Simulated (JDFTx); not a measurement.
Set up this calculation in JDFTx 1.7.0 (patched build), as the native input.

```yaml
Task: relaxation of cell and atoms
Functional: PBE
Potentials_or_basis: Ansatz-NC-SR-PBE with smoothed tails
Cutoff: 925 eV
Density_cutoff: 7401 eV
k_mesh: 6 × 6 × 3
Occupations: fermi-dirac, width 0.05 eV
Spin: no spin polarisation
Local_potential_set_to_-Z/r_beyond: 6 bohr
Density_cutoff_over_wavefunction_cutoff: 8
Max_SCF_steps: 100
SCF_threshold_on_the_energy: 1e-09 Ha
Solver_of_the_electrons: scf
Further_solve_for_the_empty_bands: no
```

Crystal: Ir.

```
Ir
1.0
     2.75138    0.00000    0.00000
    -1.37569    2.38276    0.00000
     0.00000    0.00000    4.46229
Ir
2
Direct
  0.33333 0.66667 0.25000
  0.66667 0.33333 0.75000
```

This isn't the form of Ir at room conditions, which is fcc.

One way to write it, as run:

Ir.in

```
lattice \
    5.1993506861    -2.5996753431     0.0000000000 \
    0.0000000000     4.5027697773     0.0000000000 \
    0.0000000000     0.0000000000     8.4325059887
coords-type Cartesian
ion Ir    -0.0000000003     3.0018465184     2.1081264972 1
ion Ir     2.5996753433     1.5009232590     6.3243794915 1

ion-species pseudo/Ir.upf
elec-cutoff 34 272
elec-ex-corr gga-PBE
kpoint-folding 6 6 3
elec-smearing Fermi 0.0018374661
elec-n-bands 24
electronic-SCF nIterations 100 energyDiffThreshold 1e-09
electronic-minimize nIterations 30 energyDiffThreshold 1e-7
forces-output-coords Cartesian
lattice-minimize nIterations 40 energyDiffThreshold 1e-6

dump-name run.$VAR
dump End Ecomponents EigStats BandEigs Kpoints Forces Stress
```

Potentials or basis: Ansatz-NC-SR-PBE with smoothed tails.

The run is started by

```bash
$ jdftx -c 1 -i Ir.in -o Ir.out
```

It gave:

```json
{"Relaxed volume": "14.58 Å³/atom", "Relaxed cell": "a = 2.772 Å, b = 2.772 Å, c = 4.382 Å, α = 90.00°, β = 90.00°, γ = 120.00°", "Space group after relaxing (to 0.05 Å)": "P6_3/mmc (No. 194)", "Energy gained by relaxing": "9.3 meV/atom", "Ionic steps": "6", "Pressure after relaxing": "0.0 GPa", "Band gap on the k mesh": "none (metal or under the smearing width)"}
```

Caveat: the k mesh is coarse (spacing up to 0.47 Å⁻¹), so the values aren't converged.

Run time: 110 s on 1 thread of Arm Neoverse V2 (shared host), peak memory 0.09 GiB.
